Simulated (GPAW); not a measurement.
# Quasiparticle gap of RbBr (honeycomb monolayer) in GPAW

Wanted: ground state, empty states, screening and self-energy for RbBr (honeycomb monolayer).

Main program and level: GPAW 26.7.0; PBE and many-body steps on it, plane waves.

This is a report of a sequence of runs, with most program output left out.

### 1. Starting point

The cell holds 2 atoms: 1 Rb and 1 Br. Its edges and angles: a = 5.227 Å, b = 5.227 Å, c = 11.400 Å, α = 90.0°, β = 90.0°, γ = 120.0°. Vacuum lies along c.

The start is a generated structure, not a measured one.

### 2. Relaxation

This step: GPAW 26.7.0; DFT, PBE, plane waves, PAW.

A relaxation at this level of theory: leftover forces would pass straight into the levels.

run.py reads:

```python
import json
import numpy as np
from gpaw.mpi import world
from ase import Atoms
from ase.constraints import FixSymmetry
from ase.filters import FrechetCellFilter
from ase.optimize import BFGS
from gpaw import GPAW, PW, FermiDirac

atoms = Atoms(['Rb', 'Br'],
    cell=[[5.2270568164, 0.0000000000, 0.0000000000],
      [-2.6135284082, 4.5267639900, 0.0000000000],
      [0.0000000000, 0.0000000000, 11.4000000000]],
    scaled_positions=[[0.3333333333, 0.6666666667, 0.4824561404],
      [0.6666666667, 0.3333333333, 0.5175438596]],
    pbc=(True, True, False))
atoms.set_constraint(FixSymmetry(atoms))
atoms.calc = GPAW(mode=PW(550),
    xc='PBE',
    kpts={'size': (6, 6, 1), 'gamma': True},
    occupations=FermiDirac(0.02),
    convergence={'density': 1e-5},
    txt='relax.txt')
steps = []
opt = BFGS(FrechetCellFilter(atoms, mask=[1, 1, 0, 0, 0, 1]), logfile='bfgs.log')
opt.attach(lambda: steps.append([atoms.get_potential_energy(), atoms.cell[:], atoms.positions.copy(), atoms.get_forces()]))
converged = opt.run(fmax=0.03, steps=50)
res = {'converged': bool(converged), 'steps': steps, 'cell': atoms.cell[:], 'frac': atoms.get_scaled_positions()}

if world.rank == 0:
    with open('result.json', 'w') as f:
        json.dump(res, f, default=lambda x: x.tolist())
```

On the command line:

```console
mpirun -n 8 gpaw python run.py
```

It took 51 s on 8 MPI ranks of Intel Xeon Platinum 8259CL at 2.50GHz (Skylake/Cascade Lake), shared host; peak memory 2.2 GiB; 6.7 min of CPU time.

Relaxation path:

```
step  energy less that of the first step (eV)  largest force (eV/Å)
   1                                   0.0000                0.1177
   2                                  -0.0453                0.0826
   3                                  -0.1790                0.0647
   4                                  -0.1863                0.0892
   5                                  -0.1871                0.0955
   6                                  -0.1875                0.0970
   7                                  -0.1892                0.0965
   8                                  -0.1921                0.0878
   9                                  -0.1970                0.0628
  10                                  -0.2023                0.0298
  11                                  -0.2063                0.0052
  12                                  -0.2068                0.0003
```

The atoms that moved most (Å):

```
atom     dx     dy      dz  length
 Rb1  0.000  0.000   0.199   0.199
 Br2  0.000  0.000  -0.199   0.199
```

The relaxed structure:

```cif
data_structure
_symmetry_space_group_name_H-M 'P 1'
_symmetry_Int_Tables_number 1
_cell_length_a 5.6984
_cell_length_b 5.6984
_cell_length_c 11.4000
_cell_angle_alpha 90.000
_cell_angle_beta 90.000
_cell_angle_gamma 120.000
_cell_volume 320.58
loop_
_atom_site_label
_atom_site_type_symbol
_atom_site_fract_x
_atom_site_fract_y
_atom_site_fract_z
_atom_site_occupancy
Rb1 Rb 0.33333 0.66667 0.49994 1
Br2 Br 0.66667 0.33333 0.50006 1
```

### 3. Ground state

The ground-state density comes first.

run.py reads:

```python
import json
import numpy as np
from gpaw.mpi import world
from ase import Atoms
from gpaw import GPAW, PW, FermiDirac

atoms = Atoms(['Rb', 'Br'],
    cell=[[5.6983548979, 0.0000000000, 0.0000000000],
      [-2.8491774489, 4.9349201013, 0.0000000000],
      [0.0000000000, 0.0000000000, 11.4000000000]],
    scaled_positions=[[0.3333333333, 0.6666666667, 0.4999416689],
      [0.6666666667, 0.3333333333, 0.5000577698]],
    pbc=(True, True, False))
calc = GPAW(mode=PW(450),
    xc='PBE',
    kpts={'size': (6, 6, 1), 'gamma': True},
    occupations=FermiDirac(0.001),
    nbands=-7,
    convergence={'density': 1e-6, 'bands': -3},
    maxiter=100,
    txt='gs.txt')
atoms.calc = calc
res = {'energy': atoms.get_potential_energy()}
kpts = calc.get_ibz_k_points()
res['kpts'] = kpts
res['eigenvalues'] = [calc.get_eigenvalues(kpt=k) for k in range(len(kpts))]
res['n_electrons'] = calc.get_number_of_electrons()
calc.write('gs.gpw')

if world.rank == 0:
    with open('result.json', 'w') as f:
        json.dump(res, f, default=lambda x: x.tolist())
```

On the command line:

```console
mpirun -n 8 gpaw python run.py
```

It took 7.4 s on 8 MPI ranks; peak memory 1.4 GiB.

Numbers from this step:

- total energy: -5.651 eV
- gap: 4.175 eV
- k of the valence top: 0, 0, 0
- k of the conduction bottom: 0, 0, 0
- least direct gap: 4.175 eV

The gap is direct, at Γ.

### 4. Empty states on the mesh, 6×6×1 mesh, 530 bands

The sums over transitions need many empty states on a uniform mesh; this step solves for them.

run.py reads:

```python
import json
import numpy as np
from gpaw.mpi import world
from gpaw import GPAW

calc = GPAW('gs.gpw').fixed_density(kpts={'size': (6, 6, 1), 'gamma': True},
    parallel={'domain': 1, 'band': 1},
    txt='nscf.txt')
calc.diagonalize_full_hamiltonian(nbands=530)
calc.write('full.gpw', mode='all')
res = {}
kpts = calc.get_ibz_k_points()
res['kpts'] = kpts
res['eigenvalues'] = [calc.get_eigenvalues(kpt=k) for k in range(len(kpts))]
res['n_electrons'] = calc.get_number_of_electrons()

if world.rank == 0:
    with open('result.json', 'w') as f:
        json.dump(res, f, default=lambda x: x.tolist())
```

On the command line:

```console
mpirun -n 7 gpaw python run.py
```

Run time: 3.8 min. Hardware: 7 MPI ranks; peak memory 22 GiB; 27 min of CPU time.

Numbers from this step:

- gap: 4.175 eV
- k of the valence top: 0, 0, 0
- k of the conduction bottom: 0, 0, 0
- least direct gap: 4.175 eV
- k points computed: 7
- lowest point of the top converged band, above the valence top: 82.3828 eV

On this mesh the gap is 4.175 eV.

### 5. Screening and self-energy, 6×6×1 mesh, 242 bands, screening to 48 eV

G0W0 replaces the xc potential by the self-energy, built once from these orbitals. Only a window of levels is corrected, while the sums run over the empty bands that the input names.

This step: G0W0 on PBE, plane waves, PAW.

run.py reads:

```python
import json
import numpy as np
from gpaw.mpi import world
from gpaw.response.g0w0 import G0W0

gw = G0W0('full.gpw',
    filename='gw',
    kpts=[0],
    bands=(6, 10),
    ecut=48,
    nbands=242,
    truncation='2D',
    integrate_gamma='sphere',
    q0_correction=True,
    frequencies={'type': 'nonlinear', 'domega0': 0.15, 'omega2': 15.0},
    eta=0.1,
    nblocksmax=True)
gw.calculate()
res = {mode: {k: v for k, v in r.items() if k != 'sigma_eskwn'}
       for mode, r in gw.all_results.items()}

if world.rank == 0:
    with open('result.json', 'w') as f:
        json.dump(res, f, default=lambda x: x.tolist())
```

On the command line:

```console
mpirun -n 8 gpaw python run.py
```

The job ended after 2.2 min (8 MPI ranks; peak memory 4 GiB).

This step gave:

| Quantity | Value |
| --- | --- |
| G0W0 gap on the points computed | 7.653 eV |
| least direct G0W0 gap on the computed points | 7.653 eV |
| Z at the valence top | 0.8348 |
| Z at the conduction bottom | 0.9275 |
| starting gap on the mesh | 4.175 eV |
| k of the valence top | 0, 0, 0 |
| k of the conduction bottom | 0, 0, 0 |

The gap on the mesh goes from 4.18 eV to 7.65 eV, a correction of +3.48 eV.

Limits: finite bands, cutoff and mesh; no spin-orbit coupling. v1 is the top filled band, c1 the lowest empty one. The levels before and after the correction (eV, zero at the valence-band top of each column):

```
           conduction bottom  valence top
Kohn-Sham               4.18         0.00
     G0W0               7.65         0.00
```

```
           level  energy (eV)
Kohn-Sham   Γ v2       -0.198
Kohn-Sham   Γ v1        0.000
Kohn-Sham   Γ c1        4.175
Kohn-Sham   Γ c2        5.766
     G0W0   Γ v2       -0.117
     G0W0   Γ v1        0.000
     G0W0   Γ c1        7.653
     G0W0   Γ c2        9.057
```

### 6. Where the time went

Times are wall times on the hardware named with each run, good to a factor of about two.

```
                     step     time  share  memory (GiB)
               relaxation     51 s   12 %           2.2
             ground state    7.4 s    2 %           1.4
 empty states on the mesh  3.8 min   54 %            22
screening and self-energy  2.2 min   32 %           4.0
```

### 7. Results

```json
{
  "PBE gap": "4.18 eV, direct",
  "G0W0 gap on the mesh": "7.65 eV",
  "GW settings": "6×6×1 mesh, 242 bands, screening to 48 eV, full frequency, Hilbert transform",
  "known limits": "not at the basis limit; no spin-orbit coupling"
}
```

What this shows: G0W0 moves the gap on the mesh from 4.18 eV to 7.65 eV (+3.48 eV), with Z of 0.83 and 0.93 at the edges. Only 1 of the mesh's irreducible points was corrected, so a valley elsewhere could overtake. The dearest step here is «empty states on the mesh». Bands and cutoff are finite, so the gap is not at the basis limit. The miss can reach some tenths of an eV and take either sign; the mesh is an error of its own. These stock PAW sets were not made for GW; the filled d or f shell of Br lies in the frozen core, which bears on start and correction. In the G0W0 run levels were corrected at 1 k point alone, so a gap called «on the mesh» is the least over those, and an edge elsewhere would be missed. The many-body steps are scalar-relativistic: spin-orbit coupling is not in them.

[Paths, hosts, dates, memory and timing lines, banners, echoed tables and standing remarks are left out of the program output.]

[Logs are printed without paths, hosts, clocks, repeated set-up lines and the standing remarks that a program may print on its own settings, such as how far it seeks lower states.]

[Runs of the session that timed out or met a known fault of the program may be left out.]

[Hosts, paths, dates, database ids (printed as entryN), source tags and the programs' standing remarks are cut or masked in the printed files.]
